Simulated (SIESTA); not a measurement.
## ZnS (Wurtzite-2H) under changes of volume

One of the cells (19.603 Å³/atom); the others are scaled copies at fixed shape and fractional positions:

```
CELL_PARAMETERS angstrom
3.81100 0.00000 0.00000
-1.90550 3.30042 0.00000
0.00000 0.00000 6.23400
ATOMIC_POSITIONS crystal
Zn 0.66667 0.33333 0.50000
Zn 0.33333 0.66667 0.00000
S 0.66667 0.33333 0.88500
S 0.33333 0.66667 0.38500
```

- Program: SIESTA 5.4.2
- Functional: BLYP
- Potentials or basis: PseudoDojo 0.4 standard (PBE files)
- Basis: DZP (energy shift 0.003 Ry; two zetas on semicore shells)
- Grid cutoff: 800 Ry
- Energy shift: 0.003 Ry
- k mesh: 8 × 8 × 5
- Occupations: fermi-dirac, width 0.05 eV
- Spin: no spin polarisation

```csv
volume (Å³/atom),energy over the lowest point (meV/atom),pressure (GPa),gap on the mesh (eV),largest force (eV/Å)
18.427,102.58,12.8,3.00,0.440
18.819,?,?,?,?
19.211,50.17,8.4,2.72,0.396
19.603,31.69,6.8,2.59,0.367
19.995,17.20,5.0,2.46,0.335
20.387,6.99,3.5,2.34,0.317
20.779,0.00,2.1,2.22,0.304
```

Problem. What does the run at 18.819 Å³/atom give?

Solution. Energy over the lowest point 73.66 meV/atom; pressure 10.8 GPa; gap on the mesh 2.86 eV; largest force 0.415 eV/Å.

Worked out: A Birch-Murnaghan fit of order 3 (a polynomial in V^(-2/3)) to the other rows has no minimum within the range. It gives 73.68 meV/atom at 18.819 Å³/atom, against the run's 73.66, and -dE/dV = 10.7 GPa, against 10.8. A straight line through the other rows of the gap, of slope -6.49 eV per unit of ln V (its deformation potential), gives 2.86 eV, against the run's 2.86.

Energies are extrapolated to zero smearing.

Caveats: short orbitals over semicore shells can move pressures by several GPa; the valence orbitals were made in a potential fitted to the semicore shell under them, which widens gaps by tenths of an eV or more; the potentials were made for another functional, which shifts forces and pressure; an odd mesh through Γ misses points on the zone boundary, where band edges often lie; the basis of atomic orbitals isn't converged, which shifts pressures, moduli and gaps.
